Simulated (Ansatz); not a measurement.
Runs of Ansatz 0.2.0 on CaO. It takes space group Fm-3m (No. 225, cubic). The conventional cell has a = 4.807 Å, b = 4.807 Å, c = 4.807 Å, α = 90.00°, β = 90.00°, γ = 90.00°. Around Ca (site symmetry m-3m) lie 6 O at 2.40 Å. Around O (site symmetry m-3m) lie 6 Ca at 2.40 Å. The cell is a database's computed one.

```csv
potentials or basis,cutoff (eV),basis error allowed,gap on the mesh (eV),pressure (GPa)
"all-electron LAPW, inner shells corrected to Dirac's equation",246,0.001 eV/atom,3.55,-2.7
"all-electron LAPW, scalar-relativistic",246,0.001 eV/atom,3.55,-2.7
all-electron PAW datasets made for the crystal,300,-,3.55,-2.7
"all-electron LAPW, non-relativistic",246,0.001 eV/atom,(a),-2.6
```

Alike in all rows: task band structure; level PBEsol; no spin polarisation; cell as given; k mesh 10 × 10 × 10; smearing fermi-dirac 0.05 eV.

Task: Fill in the values left out.

Result: (a) 3.52.

The runs don't all hold the same shells in valence.
